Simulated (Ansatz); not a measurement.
# SnSe2 (P-3m1) in Ansatz: further runs

Runs on SnSe2. Level: LDA. Tasks: single point, equation of state.

Program: Ansatz 0.2.0. These are calculated values, not measurements. Logs are shortened: lines on timing, memory, paths and dates and some standing lists are left out, and cuts for length are marked.

## (1) Starting point

Symmetry: P-3m1, No. 164, trigonal system. Conventional cell: a = 3.811 Å, b = 3.811 Å, c = 6.136 Å, α = 90.00°, β = 90.00°, γ = 120.00°. Around Sn (site symmetry -3m) lie 6 Se at 2.68 Å. Se (site symmetry 3m) is surrounded by 3 Sn at 2.68 Å.

## (2) Single point, LDA, 24.18 Å³/atom (volume scaled by 0.94)

Input file input.yaml:

```yaml
crystal:
  lattice:
    - [3.7332026603, 0.0, 0.0]
    - [-1.8666013302, 3.2330483413, 0.0]
    - [0.0, 0.0, 6.0107403631]
  atoms:
    - { symbol: Sn, position: [0.0, 0.0, 0.0] }
    - { symbol: Se, position: [0.6666666667, 0.3333333333, 0.751] }
    - { symbol: Se, position: [0.3333333333, 0.6666666667, 0.249] }
kpoints:
  mp_grid: { grid: [8, 8, 5] }
scf:
  occupations: { method: fermi_dirac, width: 0.05 }
hamiltonian:
  xc: lda
  pseudopotentials: { kind: all_electron, lapw: { basis_error: 0.002 } }
output:
  forces: true
  stress: true
  eigenvalues: true
```

Potentials or basis: all-electron LAPW, scalar-relativistic.

Command:

```console
$ ansatz run input.yaml --threads 2 --pin off --max-ram 8192MiB --backend cpu --events-out ev --progress --plain --runs-dir out
```

Log:

```text
Warning: RAYON_NUM_THREADS=2 ignored (pool sized by the plan → 2); use --threads N
LAPW: plane waves up to 8.151 Å⁻¹, error target 2.0e-3 eV per atom; small_component_spin mean_spin; Se in spheres of 1.259 Å, 24 of its electrons in bands, Dirac shells []; Sn in spheres of 1.365 Å, 22 of its electrons in bands, Dirac shells [] (how accurate: hamiltonian.pseudopotentials.lapw.basis_error, Limitations)
Engine: ansatz 0.2.0, aarch64-unknown-linux-gnu
Pseudopotentials: kind: all_electron
Pseudopotential: Sn, LAPW, valence charge 22, lapw/all_electron/scalar/gaussian/Sn, Koelling and Harmon's equation, gaussian nucleus
Pseudopotential: Se, LAPW, valence charge 24, lapw/all_electron/scalar/gaussian/Se, Koelling and Harmon's equation, gaussian nucleus
Functional definition: SPW92
  exchange = slater_x
  correlation = pw_c
Crystal: 3 atoms, lattice volume = 72.547 Å³
Basis set: ecut = 253.14020268232193 eV, 663 PW (Γ), exchange–correlation at level 2
Bands: 42, of which v1, the nominal top of the filled ones, is band 35 counted from 1 (34 counted from 0)
Symmetry: 12 space group operations
Space group: P-3m1 (ITA 164), of the structure as read, at distance tolerance 4.2e-5 Å
k-points: 40 of 320
Non-local potential: Sn, projectors of the file, none
Non-local potential: Se, projectors of the file, none
Initial density: superposition of atomic densities (chi_scale 0.1, normalization cell, long waves kept (reshape's long-wave potential 0.14 eV rms))
Initial wavefunctions: plane waves of lowest kinetic energy (no species holds an atomic orbital)
Functional: x = slater, c = lda
iter 1 solved again at ethr=1.12e-3 eV; its pass at ethr=1.00e-1 eV (dr2=7.81e-1 eV) is discarded
SCF iter   1: F=—  HF=-300026.015305 eV  |F-HF|=—  |Δ(HF+E_count)|=         —  Δρ=2.74e-2  dr2=7.81e-1  ethr=1.12e-3  ⟨swp⟩=2.0  Hψ=10760  notcnv=0
preconditioner: auto → Resta (q_TF=auto, 2.712 Å⁻¹)  ε∞=2.6  [insulator: Δε(μ)=1.145 eV  Ē_g=17.346 eV  σ=0.050 eV  W_gap=1.00  n_scr=22 (ndim 8)  ℏωp=22.2 eV  f_vac=0.129  D(μ)=0.00/eV (n_scr^D=0)  ε∞_Penn≈2.6]
SCF iter   2: F=—  HF=-300025.737624 eV  |F-HF|=—  |Δ(HF+E_count)|=   2.78e-1  Δρ=1.26e-2  dr2=1.38e-1  ethr=1.12e-3  ⟨swp⟩=2.0  Hψ=5161  notcnv=0
SCF iter   3: F=—  HF=-300025.703826 eV  |F-HF|=—  |Δ(HF+E_count)|=   3.38e-2  Δρ=5.44e-3  dr2=2.69e-2  ethr=1.98e-4  ⟨swp⟩=2.0  Hψ=5089  notcnv=0
iter 4 solved again at ethr=1.62e-6 eV; its pass at ethr=3.85e-5 eV (dr2=1.13e-3 eV) is discarded
SCF iter   4: F=—  HF=-300025.698808 eV  |F-HF|=—  |Δ(HF+E_count)|=         —  Δρ=1.11e-3  dr2=1.13e-3  ethr=1.62e-6  ⟨swp⟩=2.0  Hψ=8326  notcnv=0
the basis was enlarged: its passes take 53.5 KiB over the memory plan, 2 of 2 planned eigensolver slots
SCF iter   5: F=—  HF=-300025.698451 eV  |F-HF|=—  |Δ(HF+E_count)|=   3.57e-4  Δρ=2.51e-4  dr2=6.59e-5  ethr=1.62e-6  ⟨swp⟩=2.0  Hψ=4883  notcnv=0
SCF iter   6: F=—  HF=-300025.698430 eV  |F-HF|=—  |Δ(HF+E_count)|=   2.13e-5  Δρ=9.78e-5  dr2=6.42e-6  ethr=9.42e-8  ⟨swp⟩=2.0  Hψ=4883  notcnv=0
SCF iter   7: F=—  HF=-300025.698429 eV  |F-HF|=—  |Δ(HF+E_count)|=   1.07e-6  Δρ=4.02e-5  dr2=1.16e-6  ethr=9.17e-9  ⟨swp⟩=2.0  Hψ=4883  notcnv=0
SCF iter   8: F=-300025.698429 eV  HF=-300025.698429 eV  |F-HF|=4.23e-8  |Δ(HF+E_count)|=   6.16e-7  Δρ=8.93e-6  dr2=7.55e-8  ethr=1.66e-9  ⟨swp⟩=3.0  Hψ=4938  notcnv=0
SCF 1 converged in 8 iterations: F = -300025.698429 eV  dr2 = 7.55e-8
SCF converged after 8 iterations
Free energy (F): -300025.698429 eV
Harris-Foulkes:  -300025.698429 eV  (|F-HF|=4.23e-8)
Internal energy: -300025.698398 eV  (E = F + TS)
E sigma→0 (E₀):  -300025.698414 eV
Entropy (-TS):   -0.000031 eV (-0.010 meV/atom)
Fermi energy:    10.659022 eV
--- Per-component energies (eV) ---
  E_band       = -3866.327689
  E_kinetic    = 311754.957536
  E_xc         = -8971.473440
  E_electrostatic = -602809.182495  (all electrons and nuclei)
  E_smearing   = -0.000031  (= −TS)
  E_closure    = 0.000000  (closes the sum)
  E_atoms      = -300012.049701  (free atoms, spherical and without spin; not in F)
  Σ components = -300025.698429   (vs F -300025.698429, Δ=0.00e0)
  Basis errors (estimates in eV, not in F): energy 8.0e-4 per atom: plane waves 7.5e-4 (4.4e-4 summed), levels above the bands 2.3e-75, relativity 4.4e-9, radial functions 5.2e-5, core shells 9.5e-8; eigenvalues (radial functions only) 1.5e-6; not estimated: angular momenta, meshes, grids; target (lapw.basis_error) 2.0e-3; muffin-tin radii Se 1.259 Å, Sn 1.365 Å
--- Forces (eV/Å), atoms counted from 1 ---
  atom   1  Sn    -0.00000000     0.00000000     0.00000000
  atom   2  Se    -0.00000000    -0.00000000    -1.12957957
  atom   3  Se     0.00000000     0.00000000     1.12957957
  max |Σ_I F_I| component: 4.63e-18 eV/Å
--- Stress (GPa, compression-positive) ---
        5.514955       0.000000       0.000000
       -0.000000       5.514955       0.000000
        0.000000       0.000000       6.996847
  P = ⅓ Tr σ = 6.0089 GPa (60.089 kbar)
--- Band table (eV; the first three rows and the last of 40) ---
  k-point 0: bands = ["-195.9302", "-195.9302", "-135.9827", "-135.9827", "-135.9827", "-135.9827", "-135.9386", "-135.9386", "-118.5294", "-74.4628", "-74.4628", "-74.4563", "-36.7529", "-36.7529", "-36.7528", "-36.7528", "-36.7205", "-36.7205", "-36.7196", "-36.7196", "-36.7068", "-36.7065", "-11.0093", "-11.0093", "-10.9519", "-10.9332", "-10.9332", "-4.2845", "-2.2624", "3.9083", "9.4873", "9.4873", "9.8496", "9.8496", "10.2728", "11.4383", "13.0960", "14.9253", "14.9253", "18.3993", "19.2980", "19.2980"]
  k-point 1: bands = ["-195.9302", "-195.9302", "-135.9827", "-135.9827", "-135.9827", "-135.9827", "-135.9386", "-135.9386", "-118.5294", "-74.4628", "-74.4628", "-74.4563", "-36.7529", "-36.7529", "-36.7528", "-36.7528", "-36.7204", "-36.7204", "-36.7197", "-36.7197", "-36.7067", "-36.7065", "-11.0093", "-11.0093", "-10.9519", "-10.9333", "-10.9333", "-4.2277", "-2.3941", "4.2343", "9.3009", "9.4467", "9.4467", "9.9158", "9.9158", "12.1532", "13.1191", "14.8149", "14.8149", "18.6339", "19.0278", "19.0278"]
  k-point 2: bands = ["-195.9302", "-195.9302", "-135.9827", "-135.9827", "-135.9827", "-135.9827", "-135.9386", "-135.9386", "-118.5294", "-74.4628", "-74.4628", "-74.4563", "-36.7528", "-36.7528", "-36.7528", "-36.7528", "-36.7203", "-36.7203", "-36.7198", "-36.7198", "-36.7067", "-36.7065", "-11.0093", "-11.0093", "-10.9518", "-10.9333", "-10.9333", "-4.1200", "-2.6148", "4.8971", "8.1419", "9.3985", "9.3985", "10.0067", "10.0067", "12.7801", "13.1286", "14.6457", "14.6457", "18.5136", "18.7096", "18.7096"]
  k-point 39: bands = ["-195.9302", "-195.9302", "-135.9827", "-135.9827", "-135.9827", "-135.9827", "-135.9386", "-135.9386", "-118.5294", "-74.4632", "-74.4631", "-74.4563", "-36.7525", "-36.7524", "-36.7522", "-36.7522", "-36.7205", "-36.7202", "-36.7202", "-36.7199", "-36.7061", "-36.7061", "-11.0587", "-11.0205", "-10.9418", "-10.9206", "-10.9063", "-1.9902", "-1.7528", "2.4517", "5.4841", "5.8608", "6.6254", "9.5295", "9.8381", "12.6611", "15.0594", "15.2844", "16.6459", "17.5935", "18.5934", "20.0124"]
```

Wall time 13 s (2 threads of Arm Neoverse V1, shared host); peak memory 0.41 GiB.

What came out:

```yaml
Free_energy: -300025.6984 eV
Pressure: 6.0 GPa
Largest_force: 1.130 eV/Å
Band_gap_on_the_k_mesh: 0.75 eV, indirect (least direct gap 1.17 eV)
```

Caveat: spin-orbit coupling is left out, which moves the levels of the heavy elements; an odd mesh through Γ misses points on the zone boundary, where band edges often lie; forces of over 1 eV/Å show positions far from the minimum, so gaps and moduli don't describe the material at rest.

## (3) Single point, LDA, 24.70 Å³/atom (volume scaled by 0.96)

Changes to input.yaml since step 2:

```diff
@@ -2,5 +2,5 @@
   lattice:
-    - [3.7332026603, 0.0, 0.0]
-    - [-1.8666013302, 3.2330483413, 0.0]
-    - [0.0, 0.0, 6.0107403631]
+    - [3.7594936861, 0.0, 0.0]
+    - [-1.8797468431, 3.2558170375, 0.0]
+    - [0.0, 0.0, 6.0530709152]
   atoms:
```

Potentials or basis: all-electron LAPW, scalar-relativistic.

Command:

```console
$ ansatz run input.yaml --threads 2 --pin off --max-ram 8192MiB --backend cpu --events-out ev --progress --plain --runs-dir out
```

Wall time 12 s (2 threads of Arm Neoverse V1, shared host); peak memory 0.41 GiB.

It converged, with:

- Free energy: -300025.7467 eV
- Pressure: 4.1 GPa
- Largest force: 0.894 eV/Å
- Band gap on the k mesh: 0.73 eV, indirect (least direct gap 1.06 eV)

Caveat: spin-orbit coupling is left out, which moves the levels of the heavy elements; an odd mesh through Γ misses points on the zone boundary, where band edges often lie.

## (4) Single point, LDA, 25.21 Å³/atom (volume scaled by 0.98)

Changes to input.yaml since step 3:

```diff
@@ -2,5 +2,5 @@
   lattice:
-    - [3.7594936861, 0.0, 0.0]
-    - [-1.8797468431, 3.2558170375, 0.0]
-    - [0.0, 0.0, 6.0530709152]
+    - [3.7854220481, 0.0, 0.0]
+    - [-1.8927110241, 3.2782716577, 0.0]
+    - [0.0, 0.0, 6.0948175511]
   atoms:
```

Command:

```console
$ ansatz run input.yaml --threads 2 --pin off --max-ram 8192MiB --backend cpu --events-out ev --progress --plain --runs-dir out
```

It took 12 s on 2 threads of Arm Neoverse V1, shared host; peak memory 0.41 GiB.

It converged, with:

| Property | Result |
| --- | --- |
| Free energy | -300025.7774 eV |
| Pressure | 2.3 GPa |
| Largest force | 0.677 eV/Å |
| Band gap on the k mesh | 0.70 eV, indirect (least direct gap 0.97 eV) |

Caveat: spin-orbit coupling is left out, which moves the levels of the heavy elements; an odd mesh through Γ misses points on the zone boundary, where band edges often lie.

## (5) Single point, LDA, 25.73 Å³/atom

Changes to input.yaml since step 4:

```diff
@@ -2,5 +2,5 @@
   lattice:
-    - [3.7854220481, 0.0, 0.0]
-    - [-1.8927110241, 3.2782716577, 0.0]
-    - [0.0, 0.0, 6.0948175511]
+    - [3.811, 0.0, 0.0]
+    - [-1.9055, 3.3004228138, 0.0]
+    - [0.0, 0.0, 6.136]
   atoms:
```

Command:

```console
$ ansatz run input.yaml --threads 2 --pin off --max-ram 8192MiB --backend cpu --events-out ev --progress --plain --runs-dir out
```

Wall time 12 s (2 threads of Arm Neoverse V1, shared host); peak memory 0.4 GiB.

The run converged. Its results:

```yaml
Free_energy: -300025.7923 eV
Pressure: 0.8 GPa
Largest_force: 0.477 eV/Å
Band_gap_on_the_k_mesh: 0.68 eV, indirect (least direct gap 0.88 eV)
```

Caveat: spin-orbit coupling is left out, which moves the levels of the heavy elements; an odd mesh through Γ misses points on the zone boundary, where band edges often lie.

## (6) Single point, LDA, 26.24 Å³/atom (volume scaled by 1.02)

Changes to input.yaml since step 5:

```diff
@@ -2,5 +2,5 @@
   lattice:
-    - [3.811, 0.0, 0.0]
-    - [-1.9055, 3.3004228138, 0.0]
-    - [0.0, 0.0, 6.136]
+    - [3.8362391461, 0.0, 0.0]
+    - [-1.9181195731, 3.3222805555, 0.0]
+    - [0.0, 0.0, 6.1766369459]
   atoms:
```

Potentials or basis: all-electron LAPW, scalar-relativistic.

Command:

```console
$ ansatz run input.yaml --threads 2 --pin off --max-ram 8192MiB --backend cpu --events-out ev --progress --plain --runs-dir out
```

It took 12 s on 2 threads of Arm Neoverse V1, shared host; peak memory 0.41 GiB.

Results (log left out):

| Quantity | Value |
| --- | --- |
| Free energy | -300025.7932 eV |
| Pressure | -0.6 GPa |
| Largest force | 0.292 eV/Å |
| Band gap on the k mesh | 0.65 eV, indirect (least direct gap 0.80 eV) |

Caveat: spin-orbit coupling is left out, which moves the levels of the heavy elements; an odd mesh through Γ misses points on the zone boundary, where band edges often lie.

## (7) Single point, LDA, 26.76 Å³/atom (volume scaled by 1.04)

Changes to input.yaml since step 6:

```diff
@@ -2,5 +2,5 @@
   lattice:
-    - [3.8362391461, 0.0, 0.0]
-    - [-1.9181195731, 3.3222805555, 0.0]
-    - [0.0, 0.0, 6.1766369459]
+    - [3.861150488, 0.0, 0.0]
+    - [-1.930575244, 3.3438544104, 0.0]
+    - [0.0, 0.0, 6.2167461018]
   atoms:
```

Command:

```console
$ ansatz run input.yaml --threads 2 --pin off --max-ram 8192MiB --backend cpu --events-out ev --progress --plain --runs-dir out
```

It took 12 s on 2 threads of Arm Neoverse V1, shared host; peak memory 0.41 GiB.

Results (log left out):

```
Free energy            : -300025.7816 eV
Pressure               : -1.8 GPa
Largest force          : 0.122 eV/Å
Band gap on the k mesh : 0.62 eV, indirect (least direct gap 0.73 eV)
```

Caveat: spin-orbit coupling is left out, which moves the levels of the heavy elements; an odd mesh through Γ misses points on the zone boundary, where band edges often lie.

## (8) Single point, LDA, 27.27 Å³/atom (volume scaled by 1.06)

Changes to input.yaml since step 7:

```diff
@@ -2,5 +2,5 @@
   lattice:
-    - [3.861150488, 0.0, 0.0]
-    - [-1.930575244, 3.3438544104, 0.0]
-    - [0.0, 0.0, 6.2167461018]
+    - [3.8857444663, 0.0, 0.0]
+    - [-1.9428722331, 3.3651534204, 0.0]
+    - [0.0, 0.0, 6.2563442784]
   atoms:
```

Command:

```console
$ ansatz run input.yaml --threads 2 --pin off --max-ram 8192MiB --backend cpu --events-out ev --progress --plain --runs-dir out
```

Wall time 12 s (2 threads of Arm Neoverse V1, shared host); peak memory 0.4 GiB.

It converged, with:

| Quantity | Value |
| --- | --- |
| Free energy | -300025.7587 eV |
| Pressure | -2.9 GPa |
| Largest force | 0.035 eV/Å |
| Band gap on the k mesh | 0.59 eV, indirect (least direct gap 0.66 eV) |

Caveat: spin-orbit coupling is left out, which moves the levels of the heavy elements; an odd mesh through Γ misses points on the zone boundary, where band edges often lie.

## (9) Equation of state, LDA

Potentials or basis: all-electron LAPW, scalar-relativistic.

No new run: the results of the series are fitted here.

What came out:

```
Equilibrium volume                        : 26.02 Å³/atom
Bulk modulus at fixed shape and positions : 69 GPa
Pressure derivative of the bulk modulus   : 4.7
```

Energy against volume, from the lowest point:
```tsv
volume (Å³/atom)	energy (meV/atom)
24.182	31.60
24.697	15.49
25.212	5.27
25.726	0.30
26.241	0.00
26.755	3.88
27.270	11.50
```

Caveat: the cell was scaled at fixed shape and fractional positions, which overstates the stiffness of a crystal with free parameters, most of all of layers and chains.
